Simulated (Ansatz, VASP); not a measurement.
**Te2Mo in VASP and in Ansatz**

The input INCAR:

```
SYSTEM = Te2Mo
ALGO = Normal ; DIPOL = 0.5 0.5 0.500
EDIFF = 1E-7 ; ENCUT = 520
GGA = PE ; IDIPOL = 3
ISIF = 2 ; ISMEAR = 0
IVDW = 12 ; LASPH = .True.
LCHARG = .False. ; LDIPOL = .True.
LREAL = .False. ; LWAVE = .False.
NBANDS = 20 ; NELM = 60
PREC = Accurate ; SIGMA = 0.02
```

Contents of KPOINTS:

```
k-points
0
Gamma
  9 9 1
  0 0 0
```

POSCAR

```
Te2Mo
1.0
    3.6910000000      0.0000000000      0.0000000000
   -1.8455000000      3.1964997654      0.0000000000
    0.0000000000      0.0000000000     33.2698832047
Te Mo
2 1
Direct
    0.3333333333      0.6666666667      0.4453860421
    0.3333333333      0.6666666667      0.5546139579
    0.6666666667      0.3333333333      0.5000000000
```

Input for Ansatz:

```yaml
crystal:
  lattice:
    - [3.691, 0.0, 0.0]
    - [-1.8455, 3.1964997654, 0.0]
    - [0.0, 0.0, 33.2698832047]
  atoms:
    - { symbol: Te, position: [0.3333333333, 0.6666666667, 0.4453860421] }
    - { symbol: Mo, position: [0.6666666667, 0.3333333333, 0.5] }
    - { symbol: Te, position: [0.3333333333, 0.6666666667, 0.5546139579] }
  periodic: [true, true, false]
basis:
  ecutwfc: 420
kpoints:
  mp_grid: { grid: [9, 9, 1] }
hamiltonian:
  xc: pbe
  pseudopotentials: { kind: paw, azcp: { folder: soft_1 } }
  dispersion: d3bj
scf:
  occupations: { method: gaussian, width: 0.02 }
output:
  forces: true
  stress: true
  eigenvalues: true
```

Alike in both runs: task single point; functional PBE; dispersion D3(BJ); k mesh 9 × 9 × 1; occupations gaussian, width 0.02 eV; no spin polarisation.

|  | VASP | Ansatz |
| --- | --- | --- |
| version | VASP 6.6.1 | Ansatz 0.2.0 |
| potentials or method | VASP PAW PBE potentials, release 64 (Te, Mo_sv) | scalar-relativistic, plane waves, PAW |
| plane-wave cutoff (eV) | 520 | 420 |
| valence electrons in the cell | 26 | 46 |

|  | VASP | Ansatz | Ansatz less VASP |
| --- | --- | --- | --- |
| gap on the k mesh at the Fermi level (eV) | 0.86 | 0.86 | +0.001 |
| least direct gap on the mesh (eV) | 0.86 | 0.86 | +0.001 |
| rms of the force components (eV/Å) | 0.376 | 0.381 | +0.0053 |

The two sets of potentials don't hold the same shells in valence. Ansatz warned: «dispersion_switch_in_reach».

Caveats: spin-orbit coupling is left out, which moves the levels of the heavy elements.
